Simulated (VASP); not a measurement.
Crystal: BaZrS3.

```
Ba Zr S
1.0
     7.13449    0.00000    0.00000
     0.00000   10.04182    0.00000
     0.00000    0.00000    7.06356
Ba Zr S
4 4 12
Direct
  0.04303 0.25000 0.00875
  0.45697 0.75000 0.50875
  0.54303 0.25000 0.49125
  0.95697 0.75000 0.99125
  0.00000 0.00000 0.50000
  0.50000 0.00000 0.00000
  0.50000 0.50000 0.00000
  0.00000 0.50000 0.50000
  0.99416 0.25000 0.56090
  0.50584 0.75000 0.06090
  0.49416 0.25000 0.93910
  0.00584 0.75000 0.43910
  0.21326 0.96818 0.78662
  0.28674 0.03182 0.28662
  0.71326 0.53182 0.71338
  0.78674 0.46818 0.21338
  0.78674 0.03182 0.21338
  0.71326 0.96818 0.71338
  0.28674 0.46818 0.28662
  0.21326 0.53182 0.78662
```

The cell is a database's computed one.

- Program: VASP 6.6.1
- Task: relaxation of cell and atoms
- Functional: PBEsol
- Potentials or basis: VASP PAW PBE potentials, release 64 (Ba_sv, Zr_sv, S)
- Cutoff: 600 eV
- k mesh: 4 × 4 × 4
- Occupations: gaussian, width 0.03 eV
- Spin: no spin polarisation

At the start: pressure -2.5 GPa; volume 25.30 Å³/atom.

Task: How do energy, volume and symmetry change on relaxing?

Result: Over 16 steps the energy falls by 7.3 meV/atom and the volume is 24.44 Å³/atom (-3.4 %); space group Pnma (No. 62, to 0.05 Å).

Step by step:
| step | energy change (eV) | largest force (eV/Å) | pressure (GPa) | volume (Å³) |
| --- | --- | --- | --- | --- |
| 1 | 0.0000 | 0.0762 | -2.52 | 506.06 |
| 2 | -0.0623 | 0.0657 | 2.06 | 477.47 |
| 3 | -0.1365 | 0.0480 | -0.01 | 489.29 |
| 4 | -0.1364 | 0.0473 | 0.05 | 488.96 |
| 5 | -0.1373 | 0.0445 | 0.05 | 488.92 |
| 6 | -0.1395 | 0.0364 | 0.05 | 488.82 |
| 7 | -0.1424 | 0.0225 | 0.06 | 488.62 |
| 8 | -0.1420 | 0.0452 | 0.08 | 488.21 |
| 9 | -0.1433 | 0.0298 | 0.07 | 488.44 |
| 10 | -0.1443 | 0.0233 | 0.02 | 488.75 |
| 11 | -0.1452 | 0.0138 | -0.10 | 489.42 |
| 12 | -0.1456 | 0.0135 | -0.01 | 488.88 |
| 13 | -0.1456 | 0.0140 | 0.02 | 488.67 |
| 14 | -0.1457 | 0.0131 | 0.02 | 488.67 |
| 15 | -0.1459 | 0.0122 | 0.02 | 488.68 |
| 16 | -0.1461 | 0.0096 | -0.01 | 488.90 |

Final structure:
```
Ba Zr S
1.0
     7.07388    0.00000    0.00000
     0.00000    9.92592    0.00000
     0.00000    0.00000    6.96288
Ba Zr S
4 4 12
Direct
  0.04988 0.25000 0.01077
  0.45012 0.75000 0.51077
  0.54988 0.25000 0.48923
  0.95012 0.75000 0.98923
  0.00000 0.00000 0.50000
  0.50000 0.00000 0.00000
  0.50000 0.50000 0.00000
  0.00000 0.50000 0.50000
  0.99545 0.25000 0.56389
  0.50455 0.75000 0.06389
  0.49545 0.25000 0.93611
  0.00455 0.75000 0.43611
  0.21141 0.96626 0.78861
  0.28859 0.03374 0.28861
  0.71141 0.53374 0.71139
  0.78859 0.46626 0.21139
  0.78859 0.03374 0.21139
  0.71141 0.96626 0.71139
  0.28859 0.46626 0.28861
  0.21141 0.53374 0.78861
```

Caveat: the PAW data sets were made with another functional, which shifts forces and pressure a little.
